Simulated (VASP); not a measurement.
# Si (a cell with a defect): single point with PBEsol

Si (a cell with a defect):

```
Si
1.0
     0.00000    5.43000    5.43000
     5.43000    0.00000    5.43000
     5.43000    5.43000    0.00000
Si
17
Direct
  0.00033 0.00041 0.00039
  0.12505 0.12490 0.12494
  0.00042 0.00061 0.49862
  0.12178 0.12224 0.62797
  0.00046 0.49856 0.00061
  0.12183 0.62797 0.12217
  0.99331 0.50234 0.50231
  0.12194 0.62817 0.62819
  0.49877 0.00048 0.00044
  0.62799 0.12206 0.12194
  0.50189 0.99434 0.50195
  0.62805 0.12232 0.62801
  0.50198 0.50207 0.99407
  0.62809 0.62803 0.12223
  0.50228 0.50250 0.50245
  0.62469 0.62570 0.62543
  0.37471 0.37568 0.37543
```

The cell was built by a generator and needn't be a form met in nature.

```yaml
Program: VASP 6.6.1
Task: single point
Functional: PBEsol
Potentials_or_basis: VASP PAW PBE potentials, release 64 (Si)
Cutoff: 520 eV
k_mesh: 2 × 2 × 2
Occupations: fermi-dirac, width 0.02 eV
Spin: no spin polarisation
Dipole_correction: no
Further_INCAR_settings: LREAL = Auto; ALGO = Fast; EDIFF = 1e-06; NBANDS = 48
```

```
Pressure               : 3.5 GPa
Largest force          : 0.029 eV/Å
Band gap on the k mesh : none (metal or under the smearing width)
```

Forces on the atoms (eV/Å):
```
Si   0.013  0.018  0.017
Si   0.000  0.000  0.000
Si  -0.018 -0.013  0.011
Si   0.002  0.005  0.011
Si  -0.016  0.011 -0.013
Si   0.004  0.010  0.005
Si   0.012 -0.005 -0.004
Si  -0.008 -0.001  0.000
Si   0.011 -0.017 -0.018
Si   0.015  0.002  0.001
Si  -0.011  0.017 -0.014
Si   0.000 -0.009 -0.004
Si  -0.009 -0.013  0.016
Si   0.001 -0.005 -0.009
Si   0.008  0.002  0.003
Si  -0.003  0.000 -0.001
Si   0.000 -0.001 -0.001
```

Levels at points of the mesh, in eV from the Fermi level:
```
           k point  band 30  band 31  band 32  band 33  band 34  band 35  band 36  band 37  band 38  band 39
(0.00, 0.00, 0.00)    -1.67    -0.76    -0.76    -0.76    -0.23    -0.23    -0.23     0.05     0.05     0.43
(0.50, 0.00, 0.00)    -1.51    -1.51    -1.35    -1.35    -0.33     0.52     0.53     0.88     0.88     1.30
(0.00, 0.50, 0.00)    -1.51    -1.51    -1.35    -1.35    -0.33     0.52     0.53     0.88     0.88     1.30
(0.00, 0.00, 0.50)    -1.51    -1.51    -1.35    -1.35    -0.33     0.52     0.53     0.88     0.88     1.30
(0.50, 0.50, 0.50)    -1.51    -1.51    -1.35    -1.35    -0.33     0.52     0.53     0.88     0.88     1.30
(0.50, 0.50, 0.00)    -1.95    -1.95    -1.81    -0.96     0.02     0.72     1.04     1.05     1.15     1.90
(0.00, 0.50, 0.50)    -1.95    -1.95    -1.81    -0.96     0.02     0.72     1.04     1.05     1.15     1.90
(0.50, 0.00, 0.50)    -1.95    -1.95    -1.81    -0.96     0.02     0.72     1.04     1.05     1.15     1.90
```

It took 3.9 min on 1 thread of Intel(R) Xeon(R) Platinum 8259CL CPU @ 2.50GHz (Skylake/Cascade Lake) (shared host), peak memory 0.47 GiB.

Caveat: the k mesh is coarse (spacing up to 0.50 Å⁻¹), so the values aren't converged; the PAW data sets were made with another functional, which shifts forces and pressure a little.
